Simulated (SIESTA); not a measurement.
# Cu in SIESTA: convergence with basis size

Slab: Cu, a slab with vacuum.

```
CELL_PARAMETERS angstrom
2.53076 0.00000 0.00000
-1.26538 2.19171 0.00000
0.00000 0.00000 23.26182
ATOMIC_POSITIONS crystal
Cu 0.00000 0.00000 0.32242
Cu 0.33333 0.66667 0.41121
Cu 0.00000 0.00000 0.50000
Cu 0.66667 0.33333 0.58879
Cu 0.00000 0.00000 0.67758
```

| Quantity | Value |
| --- | --- |
| Program | SIESTA 5.4.2 |
| Task | single point |
| Functional | PBE |
| Potentials or basis | PseudoDojo 0.4 standard (PBE files) |
| Basis | SZ (energy shift 0.003 Ry) |
| Grid cutoff | 800 Ry |
| Energy shift | 0.003 Ry |
| k mesh | 9 × 9 × 1 |
| Occupations | fermi-dirac, width 0.05 eV |
| Spin | no spin polarisation |

These are the settings of the first run; the series varies basis size, with any setting tied to it.

Hardware: 1 thread of Arm Neoverse V1, on a shared host.

Task: The values tried are SZ, SZP, DZ, DZP, DZDP, TZP, TZDP, TZTP, loosest first. From which on does the largest force stay within 0.005 eV/Å of the tightest run that finished?

Result: From TZDP on.

```tsv
basis size	energy less the tightest run, at zero smearing (meV/atom)	largest force (eV/Å)	SCF cycles	CPU time (s)	peak memory (GiB)
SZ	4081.98	1.947	11	21	0.28
SZP	352.10	0.184	14	63	0.37
DZ	704.96	0.257	16	40	0.3
DZP	96.25	0.202	15	85	0.4
DZDP	40.49	0.193	14	120	0.45
TZP	62.96	0.164	15	120	0.44
TZDP	19.02	0.177	14	150	0.5
TZTP	0.00	0.176	15	240	0.57
```

Not settled before the last step: the energy (to 1 meV/atom). The tightest run that finished is the yardstick and may itself not be fully converged.
